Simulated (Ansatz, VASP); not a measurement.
Bi in VASP and in Ansatz

INCAR

```
ALGO = Normal
EDIFF = 1E-6
ENCUT = 520
ISIF = 2
ISMEAR = -1
LASPH = T
LCHARG = T
LELF = T
LREAL = F
LVHAR = T
LWAVE = F
NBANDS = 22
NELM = 100
PREC = Accurate
SIGMA = 0.02
```

Contents of KPOINTS:

```
k-points
0
Gamma
  8 8 8
```

The input POSCAR:

```
Bi
1.0
    2.2611931464      1.3055004718      4.0217690962
   -2.2611931464      1.3055004718      4.0217690962
    0.0000000000     -2.6110009436      4.0217690962
Bi
2
Direct
    0.2327530106      0.2327530106      0.2327530106
    0.7672469894      0.7672469894      0.7672469894
```

Input for Ansatz:

```yaml
crystal:
  lattice:
    - [2.2611931464, 1.3055004718, 4.0217690962]
    - [-2.2611931464, 1.3055004718, 4.0217690962]
    - [0.0, -2.6110009436, 4.0217690962]
  atoms:
    - { symbol: Bi, position: [0.2327530106, 0.2327530106, 0.2327530106] }
    - { symbol: Bi, position: [0.7672469894, 0.7672469894, 0.7672469894] }
kpoints:
  mp_grid: { grid: [8, 8, 8] }
  band_path:
    path:
      - [0.0, 0.0, 0.0]
      - [0.5, 0.5, 0.5]
      - [0.7630862104, 0.2369137896, 0.5]
      - [0.5, -0.2369137896, 0.2369137896]
      - [0.5, 0.0, 0.0]
      - [0.3684568948, -0.3684568948, 0.0]
      - [0.6315431052, 0.0, 0.3684568948]
      - [0.5, 0.0, 0.5]
      - [0.5526172421, 0.4473827579, 0.5]
    npoints: 1
hamiltonian:
  xc: lda
scf:
  occupations: { method: fermi_dirac, width: 0.02 }
  n_extra_bands: 4
output:
  forces: true
  stress: true
  eigenvalues: true
  write_density: true
  write_potential: true
  elf: true
  volumetric_format: npy
```

Alike in both runs: task single point; functional LDA; k mesh 8 × 8 × 8; occupations fermi-dirac, width 0.02 eV; no spin polarisation.

|  | VASP | Ansatz |
| --- | --- | --- |
| version | VASP 6.6.1 | Ansatz 0.2.0 |
| potentials or method | VASP PAW LDA potentials, release 64 (Bi_d) | plane waves, PAW |
| plane-wave cutoff (eV) | 520 | 420 |
| valence electrons in the cell | 30 | 30 |

VASP gave:

| Property | Result |
| --- | --- |
| pressure (GPa) | -1.7 |
| largest component of the traceless stress (GPa) | 0.27 |
| rms of the force components (eV/Å) | 0.041 |

Which values does Ansatz return?

Pressure (GPa): -1.8; largest component of the traceless stress (GPa): 0.25; rms of the force components (eV/Å): 0.027.

Atom by atom the forces differ by 0.014 eV/Å (rms over components).

Caveats: spin-orbit coupling is left out, which moves the levels of the heavy elements.
